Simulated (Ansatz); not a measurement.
Input and command of a plane-wave DFT calculation in Ansatz:

```yaml
crystal:
  lattice:
    - [3.28372772, 0.0, 0.0]
    - [0.0, 34.85703099, 0.0]
    - [0.0, 0.0, 4.63208471]
  atoms:
    - { symbol: P, position: [0.0, 0.978868015, 0.59215072] }
    - { symbol: P, position: [0.0, 0.038345155, 0.40784928] }
    - { symbol: P, position: [0.5, 0.021131985, 0.09215072] }
    - { symbol: P, position: [0.5, 0.961654845, 0.90784928] }
basis:
  ecutwfc: 420
kpoints:
  mp_grid: { grid: [8, 1, 6] }
hamiltonian:
  xc: pbesol
scf:
  occupations: { method: gaussian, width: 0.05 }
output:
  forces: true
  stress: true
  eigenvalues: true
```

```bash
ansatz run input.yaml --threads 2 --pin off --max-ram 5120MiB --backend cpu --events-out ev --progress --plain --runs-dir out
```

Processor: Intel(R) Xeon(R) 6975P-C (Granite Rapids), 2 threads, on a host shared with other jobs.

**Question.** How long does it run, and how much memory does it take?

**Answer.** About 3.5 s on 2 threads of Intel(R) Xeon(R) 6975P-C (Granite Rapids), on a shared host, peak memory 0.62 GiB. It solves 14 bands at 20 k points (the mesh reduced by symmetry) with about 10485 plane waves, in 7 SCF iterations.
